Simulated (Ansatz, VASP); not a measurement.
## One calculation of Pb, two programs

```
Pb
1.0
     3.10272    0.00000    0.00000
     0.00000    3.10272    0.00000
     0.00000    0.00000    3.10272
Pb
1
Direct
  0.00000 0.00000 0.00000
```

Alike in both runs: task single point; functional LDA; k mesh 11 × 11 × 11; occupations fermi-dirac, width 0.1 eV; no spin polarisation.

```csv
,VASP,Ansatz
version,VASP 6.6.1,Ansatz 0.2.0
potentials or method,"VASP PAW LDA potentials, release 64 (Pb_d)","plane waves (420 eV) with PAW, scalar-relativistic"
plane-wave cutoff (eV),520,420
valence electrons in the cell,14,14
```

Ansatz gave:

- pressure (GPa): 2.4

Question: Estimate VASP's values.

Answer: Pressure (GPa): 2.5.

Ansatz warned: «pseudo_functional_mismatch».

The runs have no spin-orbit coupling, so splittings on Pb are missing.
